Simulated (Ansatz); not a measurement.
Reaction (hydrogenolysis of a C–Si bond): `[SiH3]C1=CCC1` + H₂ → `C1=CCC1` + SiH₄

Isolated molecules relaxed with PBE0-D4/def2-TZVP in Ansatz; ΔE leaves out vibrations. CCSD(T)/CBS is the MP2 limit (def2-TZVPP, def2-QZVPP) plus CCSD(T) − MP2 in def2-TZVPP, frozen cores. This one scheme is used for every species. DFT in def2-TZVPP.

```
      level  ΔE (kJ/mol)
        PBE        -16.5
HF/def2-SVP        -42.2
```

**Question.** What does CCSD(T)/CBS give? (An estimate is asked.)

**Answer.** Ansatz gave: -13.4 kJ/mol. The listed levels differ from it by -3.1, -28.8 kJ/mol.

**Question.** What do rigid-rotor, harmonic-oscillator terms from PBE0-D4/def2-TZVP frequencies (298.15 K, 1 bar) make of the CCSD(T)/CBS value? (Estimate.)

**Answer.** The calculation gave: ΔZPE = +15.5 kJ/mol, ΔH = -2.4 kJ/mol, ΔS = 11 J/(mol·K), ΔG = -5.7 kJ/mol.

Largest T1 diagnostic among the species: 0.011.

In def2-TZVPP, CCSD(T) changes the Hartree–Fock value by +22.0 kJ/mol (the triples alone add +5.2 kJ/mol) and MP2 by +29.6 kJ/mol. The D4 term adds +11.4 kJ/mol with B3LYP and +6.4 kJ/mol with PBE0; it sums over pairs of atoms, weighted by their polarisabilities, and B3LYP, whose exchange is more repulsive, gets the larger term. From PBE to PBE0 (25 % exact exchange), in def2-TZVPP and without D4, ΔE moves by −3.6 kJ/mol.

CCSD(T)/CBS has its own doubt, a few kJ/mol and more with outer-core shells, so smaller differences from it don't rank the levels.

B3LYP here is the variant with VWN-RPA as its local correlation; programs differ in this.
